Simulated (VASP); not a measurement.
A run of VASP 6.6.1:

Contents of INCAR:

```
PREC = Accurate
ENCUT = 520
EDIFF = 1E-8
ISMEAR = 0
SIGMA = 0.02
LREAL = False
LASPH = True
NELM = 80
ALGO = Normal
ISIF = 2
LWAVE = False
LCHARG = False
METAGGA = R2SCAN
LMIXTAU = True
LCALCEPS = True
```

KPOINTS

```
Automatic mesh
0
Gamma
  8 8 8
```

Contents of POSCAR:

```
GaP
1.0
    0.0000000000      2.7183900000      2.7183900000
    2.7183900000      0.0000000000      2.7183900000
    2.7183900000      2.7183900000      0.0000000000
Ga P
1 1
Direct
    0.0000000000      0.0000000000      0.0000000000
    0.7500000000      0.7500000000      0.7500000000
```

Potentials or basis: VASP PAW PBE potentials, release 64 (Ga_d, P).

The run is started by

```bash
$ cat potpaw_PBE.64/Ga_d/POTCAR potpaw_PBE.64/P/POTCAR > POTCAR
$ mpirun -np 1 vasp_std > vasp.out
```

Hardware: 1 thread of AMD EPYC 9R45 96-Core Processor (Zen 5), with other jobs on the host.

Q: Estimate the wall time of this run.

A: Run time: 50 min on 1 thread of AMD EPYC 9R45 96-Core Processor (Zen 5), on a shared host, peak memory 0.44 GiB. Counts: scf iterations 76, k points 29.
